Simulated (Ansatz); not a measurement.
**Fluorite SrF2**

Level of theory: RPBE (PAW; Ansatz, an electronic-structure program).

Numerical settings: plane-wave cutoff 520 eV, 10×10×10 k mesh, Fermi–Dirac smearing 0.01 eV, scalar-relativistic PAW data made under PBE.

Cell: measured lattice: a = 5.7996 Å, b = 5.7996 Å, c = 5.7996 Å, α = 90.00°, β = 90.00°, γ = 90.00°.

| Property | Value |
|---|---|
| band gap | 7.28 eV |
| smallest direct gap on the k points sampled | 7.37 eV |

Measured, for comparison: band gap 11.1 eV (temperature not stated, no zero-point or thermal correction; as tabulated in Aguado et al. (1999), arXiv:cond-mat/9901145).

Note: cell and atoms aren't relaxed at this level (pressure 5.5 GPa).

Spin–orbit coupling is not included.

The computed numbers hold no vibrational or temperature effects.

The result took around 6 core-seconds (rough).
